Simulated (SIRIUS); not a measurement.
The system is ZrB2.

```xyz
3
Lattice="3.1700 0.0000 0.0000 -1.5850 2.7453 0.0000 0.0000 0.0000 3.5330" Properties=species:S:1:pos:R:3 pbc="T T T"
Zr    0.0000    0.0000    0.0000
B     1.5850    0.9151    1.7665
B     0.0000    1.8302    1.7665
```

| Property | Result |
| --- | --- |
| Program | SIRIUS 7.12.0 |
| Task | relaxation of cell and atoms |
| Functional | PBEsol |
| Dispersion | D3 |
| Potentials or basis | PseudoDojo 0.4.1 PBE standard (scalar relativistic) |
| Cutoff | 1054 eV |
| Density cutoff | 4214 eV |
| k mesh | 5 × 5 × 4 |
| Occupations | fermi-dirac, width 0.05 eV |
| Spin | no spin polarisation |

At the start: pressure -7.3 GPa; volume 10.25 Å³/atom.

How do energy, volume and symmetry change on relaxing?

Over 6 steps the energy falls by 7.5 meV/atom and the volume is 9.95 Å³/atom (-2.9 %); space group P6/mmm (No. 191, to 0.05 Å).

Step by step:
| step | energy change (eV) | largest force (eV/Å) | pressure (GPa) | volume (Å³) |
| --- | --- | --- | --- | --- |
| 1 | 0.0000 | 0.0000 | -7.31 | 30.75 |
| 2 | -0.0085 | 0.0000 | -5.75 | 30.54 |
| 3 | -0.0220 | 0.0000 | 0.32 | 29.81 |
| 4 | -0.0221 | 0.0000 | 0.13 | 29.83 |
| 5 | -0.0224 | 0.0000 | -0.21 | 29.86 |
| 6 | -0.0224 | 0.0000 | -0.14 | 29.85 |

Final structure:
```
CELL_PARAMETERS angstrom
3.14746 0.00000 0.00000
-1.57373 2.72578 0.00000
0.00000 0.00000 3.47978
ATOMIC_POSITIONS crystal
Zr 0.00000 0.00000 0.00000
B 0.66667 0.33333 0.50000
B 0.33333 0.66667 0.50000
```

Caveat: the k mesh is coarse (spacing up to 0.46 Å⁻¹), so the values aren't converged; the potentials were made for another functional, which shifts forces and pressure; pairwise dispersion overbinds metals, which lowers pressure and volume.
